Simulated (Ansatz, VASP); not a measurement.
# Al5GaP6: VASP beside Ansatz, part 2 of 3

One calculation is typed for both programs; each brings its own data sets. How far apart do they land? The cell is taken from a series of runs on this material, whose earlier steps may have relaxed, scaled, displaced or heated it; both programs get it as it stands.

VASP 6.6.1 and Ansatz 0.2.0.

So far: The starting structure; VASP: relaxation of cell and atoms, PBEsol, pair 1.

### Step 3. Ansatz: relaxation of cell and atoms, PBEsol, pair 1

Level of this step: Ansatz beside VASP: Kohn-Sham DFT, plane waves, PBEsol (Ansatz).

Ansatz runs on its PAW soft_1 files.

The same cell, functional, mesh and smearing now go to Ansatz, which takes its cutoff from its data sets.

input.yaml reads:

```yaml
crystal:
  lattice:
    - [3.8542622876, 0.0, 0.0]
    - [0.0, 3.8542622876, 0.0]
    - [0.0, 0.0, 16.3532500344]
  atoms:
    - { symbol: Ga, position: [0.0, 0.0, 0.0416679406] }
    - { symbol: P, position: [0.5, 0.0, 0.1249885344] }
    - { symbol: Al, position: [0.5, 0.5, 0.2083091282] }
    - { symbol: P, position: [0.0, 0.5, 0.2916450094] }
    - { symbol: Al, position: [0.0, 0.0, 0.3749808906] }
    - { symbol: P, position: [0.5, 0.0, 0.4583167719] }
    - { symbol: Al, position: [0.5, 0.5, 0.5416526531] }
    - { symbol: P, position: [0.0, 0.5, 0.6249885344] }
    - { symbol: Al, position: [0.0, 0.0, 0.7083244156] }
    - { symbol: P, position: [0.5, 0.0, 0.7916602969] }
    - { symbol: Al, position: [0.5, 0.5, 0.8749961781] }
    - { symbol: P, position: [0.0, 0.5, 0.9583320594] }
kpoints:
  mp_grid: { grid: [6, 6, 2] }
hamiltonian:
  xc: pbesol
  pseudopotentials: { kind: paw, azcp: { folder: soft_1 }, xc_functional: pbe }
scf:
  occupations: { method: fermi_dirac, width: 0.02 }
relax:
  f_tol: 0.015
  max_steps: 100
  cell: {}
output:
  write_density: true
  write_potential: true
  elf: true
  volumetric_format: npy
```

Started as:

```console
ansatz run input.yaml --threads 3 --pin off --max-ram 92160MiB --backend cuda --events-out ev --progress --plain --runs-dir out --devices 1 --max-vram 13GiB
```

Numbers of over 12 decimals in the logs are rounded to 6 here.

The program printed:

```text
Warning: at least one further symmetry operation maps every atom of the structure, as the run holds it, onto an atom to within 2.55e-5 (fractional), and is not used: no operation is sought that the atoms, as the run holds them, miss by more than 2.00e-5, twice crystal.symmetry.tolerance (1.0e-5). The run uses 4 unitary operations. The run imposes no operation that its atoms and lattice do not hold. Figures that only  [...]
GPUs: using 1 of 1 available (devices: 1).
Engine: ansatz 0.2.0, x86_64-unknown-linux-gnu
Pseudopotentials: kind: paw
Pseudopotential: Ga, paw, valence charge 13, recommended cutoff 420 eV (normal), soft_1/Ga.paw.azcp
Pseudopotential: P, paw, valence charge 5, recommended cutoff 420 eV (normal), soft_1/P.paw.azcp
Pseudopotential: Al, paw, valence charge 3, recommended cutoff 420 eV (normal), soft_1/Al.paw.azcp
Functional definition: PBEsol
  exchange = pbesol_x
  correlation = pbesol_c
device memory: the entry about to start is reckoned to put 3.0 GiB on a device that reports 48.4 GiB free (of which the cap on the GPU budget leaves the run 13.0 GiB)
GPU FFT provider: cuFFT
GPU libraries: cuBLAS 13.8.2, cuFFT 12.4.0, cuSOLVER 12.3.4
Crystal: 12 atoms, lattice volume = 242.933 Å³
Basis set: ecut = 420 eV, 4743 PW (Γ), exchange–correlation on 54×54×240 points (8 copies of the dense FFT grid, shifted against one another)
Bands: 41, of which v1, the nominal top of the filled ones, is band 29 counted from 1 (28 counted from 0)
Symmetry: 4 space group operations
Space group: Pmm2 (ITA 25), of the structure as read, at distance tolerance 6.2e-5 Å
k-points: 32 of 72
Non-local potential: Ga, projectors of the file, l = 0: 2, l = 1: 2, l = 2: 3, l = 3: 1
Non-local potential: P, projectors of the file, l = 0: 2, l = 1: 2, l = 2: 1
Non-local potential: Al, projectors of the file, l = 0: 2, l = 1: 2, l = 2: 1
PAW form: soft (Blöchl's): semilocal exchange-correlation on the pseudo side does not see the compensation charge
PAW frozen core: Ga, regenerated for the run's functional, and the local potential with it (the file was generated under x = pbe(κ = 0.804, μ = 0.219515), c = pbe(β = 0.066725))
PAW frozen core: P, regenerated for the run's functional, and the local potential with it (the file was generated under x = pbe(κ = 0.804, μ = 0.219515), c = pbe(β = 0.066725))
PAW frozen core: Al, regenerated for the run's functional, and the local potential with it (the file was generated under x = pbe(κ = 0.804, μ = 0.219515), c = pbe(β = 0.066725))
PAW one-centre angular grid: Ga, 590 points (default); XC on 64 Gauss nodes
PAW one-centre angular grid: P, 110 points (default); XC on 64 Gauss nodes
PAW one-centre angular grid: Al, 110 points (default); XC on 64 Gauss nodes
Initial density: superposition of atomic densities (chi_scale 0.1, normalization cell, long waves kept (reshape's long-wave potential 0.14 eV rms))
Initial wavefunctions: pseudopotential atomic-orbital guess
GPU buffer pool allocated for 87480 grid points (all kernels)
GPU transforms: local potential and band sums: pruned to the plane-wave sphere, on 25×25×120
Functional: x = pbesol(κ = 0.804, μ = 0.123457), c = pbesol(β = 0.046)
SCF iter   1: F=—  HF=-10814.450154 eV  |F-HF|=—  |Δ(HF+E_count)|=         —  Δρ=4.54e-2  dr2=5.59e0  ethr=3.10e-3  ⟨swp⟩=9.0  Hψ=7255  notcnv=0  defer=4
preconditioner: auto → Resta (q_TF=auto, 2.149 Å⁻¹)  ε∞=4.0  [insulator: Δε(μ)=2.014 eV  Ē_g=10.396 eV  σ=0.020 eV  W_gap=1.00  n_scr=38 (ndim 8)  ℏωp=18.1 eV  f_vac=0.000  D(μ)=0.00/eV (n_scr^D=0)  ε∞_Penn≈4.0]
SCF iter   2: F=—  HF=-10813.073284 eV  |F-HF|=—  |Δ(HF+E_count)|=    1.38e0  Δρ=2.39e-2  dr2=1.36e0  ethr=3.10e-3  ⟨swp⟩=2.1  Hψ=2337  notcnv=0  defer=181
SCF iter   3: F=—  HF=-10812.698293 eV  |F-HF|=—  |Δ(HF+E_count)|=   3.75e-1  Δρ=3.31e-3  dr2=2.97e-2  ethr=2.35e-3  ⟨swp⟩=3.0  Hψ=2096  notcnv=0  defer=181
SCF iter   4: F=—  HF=-10812.701426 eV  |F-HF|=—  |Δ(HF+E_count)|=   3.13e-3  Δρ=6.88e-4  dr2=1.69e-3  ethr=5.12e-5  ⟨swp⟩=3.6  Hψ=2230  notcnv=0  defer=181
SCF iter   5: F=—  HF=-10812.702671 eV  |F-HF|=—  |Δ(HF+E_count)|=   1.25e-3  Δρ=4.32e-4  dr2=8.83e-4  ethr=2.92e-6  ⟨swp⟩=2.1  Hψ=2247  notcnv=0  defer=181
SCF iter   6: F=—  HF=-10812.702606 eV  |F-HF|=—  |Δ(HF+E_count)|=   6.52e-5  Δρ=9.17e-5  dr2=1.94e-5  ethr=1.52e-6  ⟨swp⟩=2.0  Hψ=2038  notcnv=0  defer=181
[...]
GPU FFT provider: cuFFT
GPU libraries: cuBLAS 13.8.2, cuFFT 12.4.0, cuSOLVER 12.3.4
Crystal: 12 atoms, lattice volume = 244.929 Å³
Basis set: ecut = 420 eV, 4831 PW (Γ), exchange–correlation on 54×54×240 points (8 copies of the dense FFT grid, shifted against one another)
GPU buffer pool allocated for 87480 grid points (all kernels)
GPU transforms: local potential and band sums: pruned to the plane-wave sphere, on 25×25×120
iter 1 solved again at ethr=7.46e-8 eV; its pass at ethr=3.10e-3 eV (dr2=4.32e-5 eV) is discarded
SCF iter   1: F=—  HF=-10812.707666 eV  |F-HF|=—  |Δ(HF+E_count)|=         —  Δρ=1.09e-4  dr2=4.32e-5  ethr=7.46e-8  ⟨swp⟩=3.2  Hψ=6585  notcnv=0  defer=2
preconditioner: auto → Resta (q_TF=auto, 2.146 Å⁻¹)  ε∞=4.2  [insulator: Δε(μ)=1.437 eV  Ē_g=10.096 eV  σ=0.020 eV  W_gap=1.00  n_scr=38 (ndim 8)  ℏωp=18.1 eV  f_vac=0.000  D(μ)=0.00/eV (n_scr^D=0)  ε∞_Penn≈4.2]
[...]
device memory: the entry about to start is reckoned to put 3.0 GiB on a device that reports 51.7 GiB free (of which the cap on the GPU budget leaves the run 13.0 GiB)
GPU FFT provider: cuFFT
GPU libraries: cuBLAS 13.8.2, cuFFT 12.4.0, cuSOLVER 12.3.4
Initial wavefunctions: pseudopotential atomic-orbital guess (no wavefunctions were taken with the density)
GPU buffer pool allocated for 87480 grid points (all kernels)
GPU transforms: local potential and band sums: pruned to the plane-wave sphere, on 25×25×120
iter 1 solved again at ethr=6.42e-7 eV; its pass at ethr=3.10e-3 eV (dr2=3.72e-4 eV) is discarded
SCF iter   1: F=—  HF=-10812.707779 eV  |F-HF|=—  |Δ(HF+E_count)|=         —  Δρ=6.69e-5  dr2=2.48e-7  ethr=6.42e-7  ⟨swp⟩=4.2  Hψ=11974  notcnv=0
eigensolver tolerance schedule: the retry pair's looser diagonalisation over-reported the residual by 1499.92 of it (diagonalisation noise at 0.45 of the residual, at the tolerance the schedule requests for it); recorded, not acted on — ethr = c·dr2/N_el stays at c = 1.0e-1
preconditioner: auto → Resta (q_TF=auto, 2.146 Å⁻¹)  ε∞=4.2  [insulator: Δε(μ)=1.438 eV  Ē_g=10.096 eV  σ=0.020 eV  W_gap=1.00  n_scr=38 (ndim 8)  ℏωp=18.1 eV  f_vac=0.000  D(μ)=0.00/eV (n_scr^D=0)  ε∞_Penn≈4.2]
SCF iter   2: F=—  HF=-10812.707795 eV  |F-HF|=—  |Δ(HF+E_count)|=   1.63e-5  Δρ=3.39e-5  dr2=7.66e-8  ethr=4.28e-10  ⟨swp⟩=3.1  Hψ=2693  notcnv=0
SCF iter   3: F=—  HF=-10812.707811 eV  |F-HF|=—  |Δ(HF+E_count)|=   1.64e-5  Δρ=4.09e-6  dr2=4.19e-9  ethr=1.32e-10  ⟨swp⟩=2.7  Hψ=2156  notcnv=0
SCF iter   4: F=—  HF=-10812.707811 eV  |F-HF|=—  |Δ(HF+E_count)|=   2.20e-7  Δρ=5.45e-7  dr2=6.69e-10  ethr=7.22e-12  ⟨swp⟩=2.0  Hψ=2213  notcnv=0
SCF iter   5: F=—  HF=-10812.707811 eV  |F-HF|=—  |Δ(HF+E_count)|=  8.06e-10  Δρ=2.60e-7  dr2=1.75e-10  ethr=1.00e-12  ⟨swp⟩=9.3  Hψ=7051  notcnv=0
SCF iter   6: F=-10812.707811 eV  HF=-10812.707811 eV  |F-HF|=3.64e-12  |Δ(HF+E_count)|=  5.75e-10  Δρ=8.45e-8  dr2=1.98e-11  ethr=1.00e-12  ⟨swp⟩=7.0  Hψ=6046  notcnv=0
SCF 4 converged in 6 iterations: F = -10812.707811 eV  dr2 = 1.98e-11
relax step   4: F+E_penalty+E_count = -10812.70781139 eV  Δ(F+E_penalty+E_count) = -2.002e-4 eV  max|allowed force component| = 1.530e-3 eV/Å  Δτ_max = 0.0000 Å  P = -0.001 GPa  Ω = 244.929 Å³  stress off target by 6.87e-3 GPa  SCF on the basis re-selected at this cell (its energy is not comparable with the rows above)  (6 SCF iters)
basis re-selected at this cell: Δ(F+E_penalty+E_count) = -2.002e-4 eV, ΔP = +0.001 GPa vs the last step (what re-selecting the basis moved, of the pressure what is left beyond the Pulay correction that the steps carried, after the strain that the cell walked since its last selection, with what the two solves' SCF thresholds leave and, on support functions, any second-order correction that the steps lacked; it is no m [...]
SCF converged after 6 iterations
Free energy (F): -10812.707811 eV
Harris-Foulkes:  -10812.707811 eV  (|F-HF|=3.64e-12)
Internal energy: -10812.707811 eV  (E = F + TS)
E sigma→0 (E₀):  -10812.707811 eV
Fermi energy:    6.000497 eV
--- Per-component energies (eV) ---
  E_band       = -54.558823
  E_kinetic    = 639.445764
  E_local      = -3484.453419  (includes V_loc(G=0)·N_el)
  E_nonlocal   = 154.885541
  E_hartree    = 1838.678332
  E_xc         = -683.399498
  E_vxc        = -569.862669  (∫ρ·V_xc dr)
  E_paw        = -7496.256978  (= ΣΔE_a)
  E_vpaw       = -471.930592  (= ΣTr[D̂ρ^β])
  E_aug_tail   = -0.000225  (compensation charges beyond the density's cutoff)
  E_ewald      = -1782.842579
  E_core_change = 1.235251  (= ΣΔE_core)
  E_smearing   = -0.000000  (= −TS)
  E_closure    = -0.000000  (closes the sum)
  Σ components = -10812.707811   (vs F -10812.707811, Δ=0.00e0)
--- Forces (eV/Å), atoms counted from 1 ---
  atom   1  Ga     0.00000000     0.00000000     0.00001389
  atom   2  P      0.00000000     0.00000000     0.00004931
  atom   3  Al     0.00000000     0.00000000    -0.00153028
  atom   4  P      0.00000000     0.00000000     0.00016738
  atom   5  Al     0.00000000     0.00000000     0.00025004
  atom   6  P      0.00000000     0.00000000     0.00007286
  atom   7  Al     0.00000000     0.00000000    -0.00000144
  atom   8  P      0.00000000     0.00000000    -0.00007857
  atom   9  Al     0.00000000     0.00000000    -0.00024994
  atom  10  P      0.00000000     0.00000000    -0.00016098
  atom  11  Al     0.00000000     0.00000000     0.00150853
  atom  12  P      0.00000000     0.00000000    -0.00004120
  max |Σ_I F_I| component: 3.86e-7 eV/Å
--- Stress (GPa, compression-positive) ---
        0.001403       0.000000       0.000000
        0.000000       0.001363       0.000000
        0.000000       0.000000      -0.006865
  P = ⅓ Tr σ = -0.0014 GPa (-0.014 kbar)
--- Band table (eV; the first three rows and the last of 32) ---
  k-point 0: bands = [... 25 lower, 4.5263, 5.2733, 5.2814, 5.2814, 6.7193, 7.1649, 7.3990, 7.5037, ... 8 higher]
  k-point 1: bands = [... 25 lower, 4.9469, 4.9469, 5.1022, 5.1022, 6.7881, 6.9719, 7.5343, 7.7342, ... 8 higher]
  k-point 2: bands = [... 25 lower, 4.6498, 4.6816, 4.8002, 5.2183, 7.2182, 7.7676, 7.9061, 8.5135, ... 8 higher]
  k-point 31: bands = [... 25 lower, 2.8210, 2.8210, 2.8637, 2.8637, 7.1636, 7.1636, 7.3548, 7.3548, ... 8 higher]
--- Relaxed structure (3 steps of the walk, 3 accepted, 1 SCFs on fresh bases) ---
  F+E_penalty+E_count = -10812.70781139 eV   max|allowed force component| = 1.530e-3 eV/Å   (the final SCF, on the basis selected at the relaxed cell)
  cell:  # Å, volume = 244.9292 Å³
    - [3.867289, 0.0, 0.0]
    - [0.0, 3.867290, 0.0]
    - [0.0, 0.0, 16.376728]
  atoms:
    - { symbol: Ga, position: [0.0, 0.0, 0.041655] }
    - { symbol: P, position: [0.500000, 0.0, 0.124613] }
    - { symbol: Al, position: [0.500000, 0.5, 0.207769] }
    - { symbol: P, position: [0.0, 0.5, 0.291191] }
    - { symbol: Al, position: [0.0, 0.0, 0.374677] }
    - { symbol: P, position: [0.500000, 0.0, 0.458170] }
    - { symbol: Al, position: [0.500000, 0.5, 0.541655] }
    - { symbol: P, position: [0.0, 0.5, 0.625141] }
    - { symbol: Al, position: [0.0, 0.0, 0.708633] }
    - { symbol: P, position: [0.500000, 0.0, 0.792119] }
    - { symbol: Al, position: [0.500000, 0.5, 0.875542] }
    - { symbol: P, position: [0.0, 0.5, 0.958697] }
```

### Step 4. Side by side

Known differences besides the potentials themselves: the cutoff is 420 eV in Ansatz and 500 eV in VASP; Ansatz makes its cores anew for this functional, VASP keeps those of its PBE data sets; Ansatz adds a Pulay correction to the stress that steers its cell, VASP none. Total energies have different zeros and are not compared.

Both answers:

```
                                         quantity  Ansatz    VASP  difference
                                      volume (Å³)  244.93  244.98     -0.02 %
edge a after relaxation, in the typed setting (Å)   3.867   3.868     -0.01 %
edge c after relaxation, in the typed setting (Å)  16.377  16.378     -0.01 %
```

### Step 5. Ansatz: relaxation of cell and atoms, PBEsol, pair 2

The relaxed volume is the usual yardstick between codes: in a stiff, nearly cubic crystal its relative difference is about their pressure difference at one cell divided by the bulk modulus.

The cell is taken from a series of runs on this material, whose earlier steps may have relaxed, scaled, displaced or heated it; both programs get it as it stands.

input.yaml, the sections that differ from step 3:

```yaml
crystal:
  lattice:
    - [3.8542622876, 0.0, 0.0]
    - [0.0, 3.8542622876, 0.0]
    - [0.0, 0.0, 16.3527500344]
  atoms:
    - { symbol: Ga, position: [0.0, 0.0, 0.0416692147] }
    - { symbol: P, position: [0.5, 0.0, 0.124992356] }
    - { symbol: Ga, position: [0.5, 0.5, 0.2083154974] }
    - { symbol: P, position: [0.0, 0.5, 0.2916386388] }
    - { symbol: Al, position: [0.0, 0.0, 0.3749617801] }
    - { symbol: P, position: [0.5, 0.0, 0.4583002094] }
    - { symbol: Al, position: [0.5, 0.5, 0.5416386388] }
    - { symbol: P, position: [0.0, 0.5, 0.6249770681] }
    - { symbol: Al, position: [0.0, 0.0, 0.7083154974] }
    - { symbol: P, position: [0.5, 0.0, 0.7916539267] }
    - { symbol: Al, position: [0.5, 0.5, 0.874992356] }
    - { symbol: P, position: [0.0, 0.5, 0.9583307853] }
# kpoints, hamiltonian, scf, relax, output: as in step 3
```

The program printed:

```text
[...]
GPUs: using 1 of 1 available (devices: 1).
[...]
GPU FFT provider: cuFFT
GPU libraries: cuBLAS 13.8.2, cuFFT 12.4.0, cuSOLVER 12.3.4
Crystal: 12 atoms, lattice volume = 242.926 Å³
Basis set: ecut = 420 eV, 4743 PW (Γ), exchange–correlation on 54×54×240 points (8 copies of the dense FFT grid, shifted against one another)
[...]
- { symbol: Al, position: [-6.341895928949418e-19, 0, 0.374064] }
    - { symbol: P, position: [0.500000, 0, 0.457662] }
    - { symbol: Al, position: [0.500000, 0.5, 0.541319] }
    - { symbol: P, position: [0, 0.5, 0.624982] }
    - { symbol: Al, position: [2.3326551494552936e-19, 0.0, 0.708646] }
    - { symbol: P, position: [0.500000, 0.0, 0.792302] }
    - { symbol: Al, position: [0.500000, 0.5, 0.875900] }
    - { symbol: P, position: [6.381277521326735e-19, 0.5, 0.959234] }
[key lines of the parts left out:]
SCF converged after 6 iterations
Free energy (F): -14031.028931 eV
Fermi energy:    6.350343 eV
P = ⅓ Tr σ = 0.0142 GPa (0.142 kbar)
```

### Step 6. VASP: relaxation of cell and atoms, PBEsol, pair 2

The same cell, functional, mesh and smearing now go to VASP, with its own data sets.

INCAR reads:

```
SYSTEM = Al2GaP3
PREC = Accurate
ENCUT = 500
EDIFF = 1E-07
NELM = 120
ISMEAR = -1
SIGMA = 0.02
LREAL = .FALSE.
ALGO = Normal
GGA = PS
NBANDS = 46
LORBIT = 11
LWAVE = .FALSE.
LCHARG = .FALSE.
ISIF = 3
IBRION = 2
NSW = 80
EDIFFG = -0.005
LASPH = .TRUE.
GGA_COMPAT = .FALSE.
NELMIN = 4
EFERMI = MIDGAP
KPAR = 2
```

POSCAR reads:

```
Al2GaP3
1.0
    3.8542620000      0.0000000000      0.0000000000
    0.0000000000      3.8542620000      0.0000000000
    0.0000000000      0.0000000000     16.3527500000
Ga P Al
2 6 4
Direct
    0.0000000000      0.0000000000      0.0416691994
    0.5000000000      0.5000000000      0.2083154821
    0.5000000000      0.0000000000      0.1249923713
    0.0000000000      0.5000000000      0.2916386540
    0.5000000000      0.0000000000      0.4583002247
    0.0000000000      0.5000000000      0.6249770834
    0.5000000000      0.0000000000      0.7916539420
    0.0000000000      0.5000000000      0.9583308006
    0.0000000000      0.0000000000      0.3749617648
    0.5000000000      0.5000000000      0.5416386235
    0.0000000000      0.0000000000      0.7083154821
    0.5000000000      0.5000000000      0.8749923407
```

KPOINTS reads:

```
Automatic mesh
0
Gamma
6 6 2
0 0 0
```

Potentials, in the order of the species: Ga_d, P and Al (PBE family, release 64).

Started as:

```console
mpirun -np 2 vasp_std
```

The program printed:

```text
[banner, memory and clock lines left out]
running    2 mpi-ranks, on    1 nodes
[...]
[... a notice as in an earlier step ...]

 LDA part: xc-table for (Slater+PW92), standard interpolation
 POSCAR, INCAR and KPOINTS ok, starting setup
[...]
entering main loop
       N       E                     dE             d eps       ncg     rms          rms(c)
DAV:   1     0.464601944433E+03    0.46460E+03   -0.26282E+04  3028   0.157E+03
DAV:   2     0.921797585763E+01   -0.45538E+03   -0.42874E+03  3364   0.396E+02
DAV:   3    -0.615421971675E+02   -0.70760E+02   -0.68486E+02  3426   0.128E+02
DAV:   4    -0.657216589072E+02   -0.41795E+01   -0.41485E+01  3986   0.321E+01
[...]
DAV:  14    -0.637848200046E+02    0.92932E-07   -0.24422E-06  4190   0.285E-02    0.363E-03
DAV:  15    -0.637848201911E+02   -0.18653E-06   -0.90293E-07  3366   0.608E-03    0.101E-03
DAV:  16    -0.637848201312E+02    0.59891E-07   -0.81543E-08  1946   0.503E-03
   1 F= -.63784820E+02 E0= -.63784820E+02  d E =-.637848E+02
[... from here on, the cycles between the ionic steps are left out ...]
   2 F= -.63786747E+02 E0= -.63786747E+02  d E =-.192660E-02
   3 F= -.63787234E+02 E0= -.63787234E+02  d E =-.241362E-02
   4 F= -.63787233E+02 E0= -.63787233E+02  d E =-.241294E-02
   5 F= -.63787710E+02 E0= -.63787710E+02  d E =-.476673E-03
   6 F= -.63788368E+02 E0= -.63788368E+02  d E =-.113485E-02
   7 F= -.63788629E+02 E0= -.63788629E+02  d E =-.261317E-03
   8 F= -.63788777E+02 E0= -.63788777E+02  d E =-.409190E-03
   9 F= -.63788877E+02 E0= -.63788877E+02  d E =-.995341E-04
  10 F= -.63788881E+02 E0= -.63788881E+02  d E =-.103830E-03
  11 F= -.63788881E+02 E0= -.63788881E+02  d E =-.104262E-03
  12 F= -.63788898E+02 E0= -.63788898E+02  d E =-.164145E-04
 trial-energy change:   -0.000016  1 .order   -0.000016   -0.000024   -0.000008
 step:   1.1011(harm=  1.1011)  dis= 0.00048  next Energy=   -63.788900 (dE=-0.182E-04)
 reached required accuracy - stopping structural energy minimisation
```

Parts of OUTCAR (step 6):

```text
  Total        0.0203985      0.0200751     -0.0175444      0.0000000      0.0000000      0.0000000
  in kB        0.1338210      0.1316995     -0.1150971      0.0000000      0.0000000      0.0000000
  external PRESSURE =       0.0501411 kB  Pullay stress =       0.0000000 kB

 POSITION                                       TOTAL-FORCE (eV/Angst)
 -----------------------------------------------------------------------------------
      0.00000      0.00000      0.69181         0.000000      0.000000      0.003783
      1.93160      1.93160      3.39864         0.000000      0.000000     -0.004175
      1.93160      0.00000      2.04521         0.000000      0.000000      0.000249
      0.00000      1.93160      4.75662         0.000000      0.000000     -0.000690
      1.93160      0.00000      7.48872         0.000000      0.000000      0.001680
      0.00000      1.93160     10.22720         0.000000      0.000000      0.000142
      1.93160      0.00000     12.96570         0.000000      0.000000     -0.001964
      0.00000      1.93160     15.69781         0.000000      0.000000      0.000526
      0.00000      0.00000      6.12074         0.000000      0.000000     -0.001584
      1.93160      1.93160      8.85788         0.000000      0.000000      0.000778
      0.00000      0.00000     11.59654         0.000000      0.000000     -0.000915
      1.93160      1.93160     14.33364         0.000000      0.000000      0.002168
 -----------------------------------------------------------------------------------
    total drift:                                0.000000      0.000000      0.000058

  FREE ENERGIE OF THE ION-ELECTRON SYSTEM (eV)
  ---------------------------------------------------
  free  energy   TOTEN  =       -63.7888977918 eV

  energy  without entropy=      -63.7888977918  energy(sigma->0) =      -63.78889779

[... 1 part as in an earlier step ...]

[... 3 further parts left out ...]
[key lines of the parts left out:]
E-fermi :   5.2502
```

### Step 7. Side by side

Both answers:

```
                                         quantity  Ansatz    VASP  difference
                                      volume (Å³)  244.19  244.22     -0.02 %
edge a after relaxation, in the typed setting (Å)   3.863   3.863     +0.01 %
edge c after relaxation, in the typed setting (Å)  16.360  16.364     -0.03 %
```

[end of part 2 of 3]

[Lines on the potential files, build, host, timing and source positions are cut from VASP's logs without a mark.]

[Logs are printed without paths, hosts, clocks, repeated set-up lines and the standing remarks that a program may print on its own settings, such as how far it seeks lower states.]

[Hosts, paths, dates, database ids (printed as entryN), source tags and the programs' standing remarks are cut or masked in the printed files.]
